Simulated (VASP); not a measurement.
# GaP (F-43m) in VASP: further runs, part 3 of 3

VASP 6.6.1.

### Step 6. Dielectric tensor, LDA

The input, INCAR:

```
PREC = Accurate ; ENCUT = 340
EDIFF = 1E-8 ; ISMEAR = 0
SIGMA = 0.01 ; LREAL = F
LASPH = T ; NELM = 100
ALGO = Normal ; ISIF = 2
LWAVE = F ; LCHARG = F
LEPSILON = T
```

The input, KPOINTS:

```
Automatic mesh
0
Gamma
  5 5 5
```

The input, POSCAR:

```
GaP
1.0
    0.0000000000      2.7252500000      2.7252500000
    2.7252500000      0.0000000000      2.7252500000
    2.7252500000      2.7252500000      0.0000000000
Ga P
1 1
Direct
    0.0000000000      0.0000000000      0.0000000000
    0.7500000000      0.7500000000      0.7500000000
```

Potentials or basis: VASP PAW LDA potentials, release 64 (Ga_d, P).

On the command line:

```
$ cat potpaw_LDA.64/Ga_d/POTCAR potpaw_LDA.64/P/POTCAR > POTCAR
$ mpirun -np 1 vasp_std > vasp.out
```

OUTCAR:

```text
PREC = Accurate
   ENCUT = 340
   EDIFF = 1E-8
   ISMEAR = 0
   LREAL = F
   LASPH = T
   NELM = 100
   ISIF = 2
   LEPSILON = T

 Found     10 irreducible k-points:

 Following reciprocal coordinates:
            Coordinates               Weight
  0.000000  0.000000  0.000000      1.000000
  0.200000  0.000000  0.000000      8.000000
  0.400000  0.000000  0.000000      8.000000
  0.200000  0.200000  0.000000      6.000000
  0.400000  0.200000  0.000000     24.000000
 -0.400000  0.200000  0.000000     24.000000
   k-points           NKPTS =     10   k-points in BZ     NKDIM =     10   number of bands    NBANDS=     13
   number of dos      NEDOS =    301   number of ions     NIONS =      2
   total plane-waves  NPLWV =  13824
   dimension x,y,z NGX =    24 NGY =   24 NGZ =   24
   dimension x,y,z NGXF=    48 NGYF=   48 NGZF=   48
   ions per type =               1   1
   NGX,Y,Z   is equivalent  to a cutoff of  10.35, 10.35, 10.35 a.u.
   NGXF,Y,Z  is equivalent  to a cutoff of  20.70, 20.70, 20.70 a.u.
 SYSTEM =  unknown system
   PREC   = accura    normal or accurate (medium, high low for compatibility)
   ISTART =      0    job   : 0-new  1-cont  2-samecut
   ICHARG =      2    charge: 1-file 2-atom 10-const
   ISPIN  =      1    spin polarized calculation?
   LNONCOLLINEAR =      F non collinear calculations
   LSORBIT =      F    spin-orbit coupling
   LASPH  =      T    aspherical Exc in radial PAW
   ENCUT  =  340.0 eV  24.99 Ry    5.00 a.u.   5.79  5.79  5.79*2*pi/ulx,y,z
   NELM   =    100;   NELMIN=  2; NELMDL= -5     # of ELM steps
   EDIFF  = 0.1E-07   stopping-criterion for ELM
   LREAL  =      F    real-space projection
   EDIFFG = 0.1E-06   stopping-criterion for IOM
   NSW    =      0    number of steps for IOM
   IBRION =     -1    ionic relax: 0-MD 1-quasi-New 2-CG
   NFREE  =      0    steps in history (QN), initial steepest desc. (CG)
   ISIF   =      2    stress and relaxation
   ISYM   =      2    0-nonsym 1-usesym 2-fastsym
   POTIM  = 0.5000    time-step for ionic-motion
   TEBEG  =    0.0;   TEEND  =   0.0 temperature during run
   PSTRESS=    0.0 pullay stress
   NELECT =      18.0000    total number of electrons
   NUPDOWN=      -1.0000    fix difference up-down
   EMIN   =  10.00;   EMAX   =-10.00  energy-range for DOS
   EFERMI =   0.00;   METHOD = LEGACY
   ISMEAR =     0;   SIGMA  =   0.01  broadening in eV -4-tet -1-fermi 0-gaus
   EFERMI_NEDOS =   21; number of points for ismear=-14 and -15
   IALGO  =     38    algorithm
   IMIX   =      4    mixing-type and parameters
     AMIX     =   0.40;   BMIX     =  1.00
     AMIX_MAG =   1.60;   BMIX_MAG =  1.00
  volume/ion in A,a.u.               =      20.24       136.59
  Fermi-wavevector in a.u.,A,eV,Ry     =   1.249538  2.361284 21.243377  1.561344
  Thomas-Fermi vector in A             =   2.383574
   LORBIT       =      0    0 simple, 1 ext, 2 COOP (PROOUT), +10 PAW based schemes
   GGA     = CA    functional components
   LHFCALC =     F    Hartree Fock is set to
   AEXX    =    0.0000 exact exchange contribution
   IVDW    =     0    specifies the selected vdW correction
   LEPSILON=     T    determine dielectric tensor
   LRPA    =     F    only Hartree local field effects (RPA)
 non-spin polarized calculation
 Gauss-broadening in eV      SIGMA  =   0.01
  energy-cutoff  :      340.00
[... 109 lines left out ...]
     13      12.2984      0.00000

 [... further k-points ...]

  FORCE on cell =-STRESS in cart. coord.  units (eV):
  Direction    XX          YY          ZZ          XY          YZ          ZX
  --------------------------------------------------------------------------------------
  -------------------------------------------------------------------------------------
  Total       -0.6727813     -0.6727813     -0.6727813     -0.0000000      0.0000000     -0.0000000
  in kB      -26.6278098    -26.6278098    -26.6278098     -0.0000000      0.0000000     -0.0000000
  external PRESSURE =     -26.6278098 kB  Pullay stress =       0.0000000 kB

 VOLUME and BASIS-vectors are now :
 -----------------------------------------------------------------------------
  energy-cutoff  :      340.00
  volume of cell :       40.48
      direct lattice vectors                 reciprocal lattice vectors
     0.000000000  2.725250000  2.725250000    -0.183469406  0.183469406  0.183469406
     2.725250000  0.000000000  2.725250000     0.183469406 -0.183469406  0.183469406
     2.725250000  2.725250000  0.000000000     0.183469406  0.183469406 -0.183469406

 POSITION                                       TOTAL-FORCE (eV/Angst)
 -----------------------------------------------------------------------------------
      0.00000      0.00000      0.00000         0.000000      0.000000      0.000000
      4.08788      4.08788      4.08788        -0.000000     -0.000000     -0.000000
 -----------------------------------------------------------------------------------
    total drift:                                0.000000      0.000000     -0.000001

  FREE ENERGIE OF THE ION-ELECTRON SYSTEM (eV)
  ---------------------------------------------------
  free  energy   TOTEN  =       -10.3927069804 eV

  energy  without entropy=      -10.3927069804  energy(sigma->0) =      -10.39270698

 HEAD OF MICROSCOPIC STATIC DIELECTRIC TENSOR (INDEPENDENT PARTICLE, excluding Hartree and local field effects)
 ------------------------------------------------------
          17.357403     0.000000    -0.000000
           0.000000    17.357403    -0.000000
           0.000000     0.000000    17.357403
 ------------------------------------------------------

 Free energy of the ion-electron system (eV)
  ---------------------------------------------------
  ---------------------------------------------------
  free energy    TOTEN  =        -1.83087464 eV

  energy without entropy =       -1.83087464

------------------------ aborting loop because EDIFF is reached ----------------------------------------

--------------------------------------- Ionic step        2  -------------------------------------------

------------------------ aborting loop because EDIFF is reached ----------------------------------------

--------------------------------------- Ionic step        3  -------------------------------------------

 Free energy of the ion-electron system (eV)
  ---------------------------------------------------
  ---------------------------------------------------
  free energy    TOTEN  =        -1.83087462 eV

  energy without entropy =       -1.83087462

------------------------ aborting loop because EDIFF is reached ----------------------------------------

 PIEZOELECTRIC TENSOR FIELD DIRECTION 3  (e Angst)
 -----------------------------------------------------------------------------
     0.00079  2.38522  0.00000           (  0.00000  0.03890  0.00000)
     2.38522  0.00079  0.00000           (  0.03890  0.00000  0.00000)
     0.00000  0.00000 -0.00244           (  0.00000  0.00000 -0.00000)

 PIEZOELECTRIC TENSOR FIELD DIRECTION 3  (C/m^2)
 -----------------------------------------------------------------------------
     0.00031  0.94404  0.00000
     0.94404  0.00031  0.00000
     0.00000  0.00000 -0.00097

 MACROSCOPIC STATIC DIELECTRIC TENSOR (including local field effects in DFT)
 ------------------------------------------------------
          16.583794    -0.000000     0.000000
           0.000000    16.583794    -0.000000
          -0.000000    -0.000000    16.583794
 ------------------------------------------------------

 PIEZOELECTRIC TENSOR (including local field effects)  for field in x, y, z        (e  Angst)
          XX          YY          ZZ          XY          YZ          ZX
  --------------------------------------------------------------------------------
  x     0.00000    -0.00000    -0.00000    -0.00000     2.40376     0.00000
  y    -0.00000     0.00000     0.00000     0.00000    -0.00000     2.40376
  z     0.00000    -0.00000     0.00000     2.40376     0.00000    -0.00000

 PIEZOELECTRIC TENSOR (including local field effects)  for field in x, y, z        (C/m^2)
          XX          YY          ZZ          XY          YZ          ZX
  --------------------------------------------------------------------------------
  x     0.00000    -0.00000    -0.00000    -0.00000     0.95138     0.00000
  y    -0.00000     0.00000     0.00000     0.00000    -0.00000     0.95138
  z     0.00000    -0.00000     0.00000     0.95138     0.00000    -0.00000

 BORN EFFECTIVE CHARGES (including local field effects) (in |e|, cummulative output)
 ---------------------------------------------------------------------------------
 ion    1
    1     2.54539    -0.00000     0.00000
    2     0.00000     2.54539     0.00000
    3     0.00000     0.00000     2.54539
 ion    2
    1    -2.54539     0.00000    -0.00000
    2     0.00000    -2.54539     0.00000
    3     0.00000     0.00000    -2.54539
```

OSZICAR:

```text
N       E                     dE             d eps       ncg     rms          rms(c)
DAV:   1     0.623164830459E+02    0.62316E+02   -0.76297E+03   260   0.158E+03
DAV:   2    -0.616304631090E+01   -0.68480E+02   -0.66825E+02   280   0.260E+02
[... 12 lines left out ...]
RMM:   8    -0.183096334759E+01   -0.43074E-03   -0.21186E-05  1390   0.242E-02    0.161E-03
RMM:   9    -0.183088486342E+01    0.78484E-04    0.75357E-07  1410   0.938E-03    0.463E-04
RMM:  10    -0.183088760713E+01   -0.27437E-05   -0.15669E-06  1475   0.317E-03    0.256E-04
RMM:  11    -0.183087918851E+01    0.84186E-05   -0.31928E-08  1402   0.128E-03    0.114E-04
RMM:  12    -0.183087373583E+01    0.54527E-05   -0.29541E-07  1305   0.363E-04    0.257E-05
RMM:  13    -0.183087517446E+01   -0.14386E-05   -0.18895E-07   817   0.147E-04    0.278E-05
RMM:  14    -0.183087461762E+01    0.55684E-06   -0.31273E-10   516   0.811E-05    0.292E-06
```

stdout:

```text
POSCAR found type information on POSCAR GaP
 POSCAR found :  2 types and       2 ions
 scaLAPACK will be used
 LDA part: xc-table for (Slater(with rela. corr.)+CA(PZ))
 , standard interpolation
 POSCAR, INCAR and KPOINTS ok, starting setup
 FFT: planning ... GRIDC
 FFT: planning ... GRID_SOFT
 FFT: planning ... GRID
 WAVECAR not read
 entering main loop
 Linear response reoptimize wavefunctions to high precision
 Linear response G [H, r] |phi>, progress :
  Direction:   1
 Linear response G [H, r] |phi>, progress :
  Direction:   2
 Linear response G [H, r] |phi>, progress :
  Direction:   3
 Linear response to external field (no local field effect), progress :
  Direction:   1
 dielectric tensor                  component  1 :    20.324     9.798     3.313
 Linear response to external field (no local field effect), progress :
  Direction:   2
 dielectric tensor                  component  2 :     9.798    20.380    -3.387
 Linear response to external field (no local field effect), progress :
  Direction:   3
 dielectric tensor                  component  3 :     3.314    -3.388    11.368
 Linear response to external field, progress :
  Direction:   1
 dielectric tensor                  component  1 :    16.584     5.993     1.351
 Linear response to external field, progress :
  Direction:   2
 dielectric tensor                  component  2 :     5.993    16.584     1.259
 Linear response to external field, progress :
  Direction:   3
 dielectric tensor                  component  3 :     4.401     2.943    16.584
 Born effective charges drift removed
```

Wall time 41 s (1 thread of Intel Xeon Platinum 8259CL at 2.50GHz (Skylake/Cascade Lake), shared host); peak memory 0.14 GiB.

These settings aren't checked as converged: the numbers below hold their error.

Results:

```yaml
Band_gap_on_the_k_mesh: 1.44 eV, indirect (least direct gap 1.63 eV)
Electronic_dielectric_tensor_diagonal: 16.58
Born_charges_mean_of_the_diagonal: Ga +2.55; P -2.55 e
```

Caveat: the cutoff is under 1.25 times the usual one of these potentials, so pressure, stress and relaxed cells hold a basis-set (Pulay) error; an odd mesh through Γ misses points on the zone boundary, where band edges often lie.

### Step 7. For comparison

An earlier run on the cell as given: functional PBE; potentials or basis VASP PAW PBE potentials, release 64 (Ga_d, P); cutoff 520 eV; k mesh 8 × 8 × 8; occupations fermi-dirac, width 0.05 eV; no spin polarisation.

* Pressure: 2.5 GPa
* Band gap on the k mesh: 1.64 eV, indirect (least direct gap 1.83 eV)
